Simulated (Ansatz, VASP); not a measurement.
**MgS: VASP beside Ansatz**

```
CELL_PARAMETERS angstrom
4.07319 0.00000 0.00000
-2.03660 3.52749 0.00000
0.00000 0.00000 6.68676
ATOMIC_POSITIONS crystal
Mg 0.66667 0.33333 0.50042
Mg 0.33333 0.66667 0.00042
S 0.33333 0.66667 0.37458
S 0.66667 0.33333 0.87458
```

Alike in both runs: task single point; functional PBEsol; k mesh 6 × 6 × 4; occupations gaussian, width 0.02 eV; no spin polarisation.

```csv
,VASP,Ansatz
version,VASP 6.6.1,Ansatz 0.2.0
potentials or method,"VASP PAW PBE potentials, release 64 (Mg, S)","scalar-relativistic, plane waves, PAW"
plane-wave cutoff (eV),520,420
valence electrons in the cell,16,32
```

Ansatz gave:

| Item | Value |
| --- | --- |
| gap on the k mesh at the Fermi level (eV) | 3.07 |
| least direct gap on the mesh (eV) | 3.07 |
| pressure (GPa) | -3.2 |
| largest component of the traceless stress (GPa) | 0.54 |
| rms of the force components (eV/Å) | 0.031 |

Problem. What did VASP give for the same quantities?

Solution. gap on the k mesh at the Fermi level (eV): 3.07; least direct gap on the mesh (eV): 3.07; pressure (GPa): -3.3; largest component of the traceless stress (GPa): 0.54; rms of the force components (eV/Å): 0.031.

Atom by atom the forces differ by 0.000 eV/Å (rms over components). The two sets of potentials don't hold the same shells in valence.

Caveats: the PAW data sets were made with another functional, which shifts forces and pressure a little (VASP).
